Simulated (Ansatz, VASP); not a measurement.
Given: the input of a run of Ansatz 0.2.0 on Sr.

The input input.yaml:

```yaml
crystal:
  lattice:
    - [0.0, 3.04235, 3.04235]
    - [3.04235, 0.0, 3.04235]
    - [3.04235, 3.04235, 0.0]
  atoms:
    - { symbol: Sr, position: [0.0, 0.0, 0.0] }
kpoints:
  mp_grid: { grid: [8, 8, 8] }
scf:
  occupations: { method: fermi_dirac, width: 0.05 }
hamiltonian:
  xc: lda
  pseudopotentials: { kind: all_electron, lapw: { basis_error: 0.001 } }
output:
  forces: true
  stress: true
  eigenvalues: true
```

Potentials or basis: all-electron LAPW, scalar-relativistic.

Command:

```sh
$ ansatz run input.yaml --threads 1 --pin off --max-ram 3072MiB --backend cpu --events-out ev --progress --plain --runs-dir out
```

**Question.** Set up the same calculation for VASP 6.6.1. Potentials there: VASP PAW LDA potentials, release 64 (Sr_sv).

**Answer.** As run (the cutoff follows the program's own potentials):

File INCAR:

```
ALGO = Normal
EDIFF = 1E-6
ENCUT = 520
GGA = CA
ISIF = 2
ISMEAR = -1
LASPH = True
LCHARG = False
LREAL = False
LWAVE = False
NBANDS = 11
NELM = 80
PREC = Accurate
SIGMA = 0.05
```

The input KPOINTS:

```
k-points
0
Gamma
  8 8 8
```

File POSCAR:

```
Sr
1.0
    0.0000000000      3.0423500000      3.0423500000
    3.0423500000      0.0000000000      3.0423500000
    3.0423500000      3.0423500000      0.0000000000
Sr
1
Direct
    0.0000000000      0.0000000000      0.0000000000
```

Potentials or basis: VASP PAW LDA potentials, release 64 (Sr_sv).

Launch:

```sh
$ cat potpaw_LDA.64/Sr_sv/POTCAR > POTCAR
$ mpirun -np 1 vasp_std > vasp.out
```

Both were run:

|  | VASP | Ansatz | Ansatz less VASP |
| --- | --- | --- | --- |
| gap on the k mesh at the Fermi level (eV) | none | none | - |
| pressure (GPa) | -1.6 | -1.6 | 0.00 |

A gap of «none» marks a metal or a gap that the smearing closes. Ansatz ran all-electron here, so the differences hold the error of VASP's frozen core and of both bases.
